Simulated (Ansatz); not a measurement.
BaF2 built on the fluorite prototype was relaxed with 5 functionals in Ansatz, cell and atoms free, the symmetry of the start kept (meshes: PBE 6×6×6, r2SCAN 6×6×6, PBEsol 6×6×6, LDA 6×6×6, HSE06 4×4×4). No spin polarisation and no zero-point or thermal motion.

The HSE06 result:
```
Ba F
1.0
     0.00000    3.10333    3.10333
     3.10333    0.00000    3.10333
     3.10333    3.10333    0.00000
Ba F
1 2
Direct
  0.00000 0.00000 0.00000
  0.25000 0.25000 0.25000
  0.75000 0.75000 0.75000
```

The symmetry is Fm-3m (No. 225, cubic); a = 6.207 Å in the conventional setting, 19.92 Å³ an atom. Around Ba lie 8 F at 2.69 Å; around F lie 4 Ba at 2.69 Å.

(1) How does the cell change with PBE?

(2) How does the cell change with PBEsol?

(3) Held at the r2SCAN cell, what mean stress do LDA and PBE find, and does its sign point to their own minimum?

Results:

(1) a = 6.245 Å; the volume differs by +1.9 % from HSE06's. Ba is surrounded by 8 F at 2.70 Å; F is surrounded by 4 Ba at 2.70 Å.

(2) a = 6.138 Å; the volume differs by -3.3 % from HSE06's. Ba has 8 F at 2.66 Å; F has 4 Ba at 2.66 Å.

(3) Yes. LDA -4.43 GPa, and its relaxed volume is -7.1 % from r2SCAN's; PBE +1.44 GPa, and its relaxed volume is +2.5 % from r2SCAN's. Compression counts positive, so a positive stress asks for a larger cell.
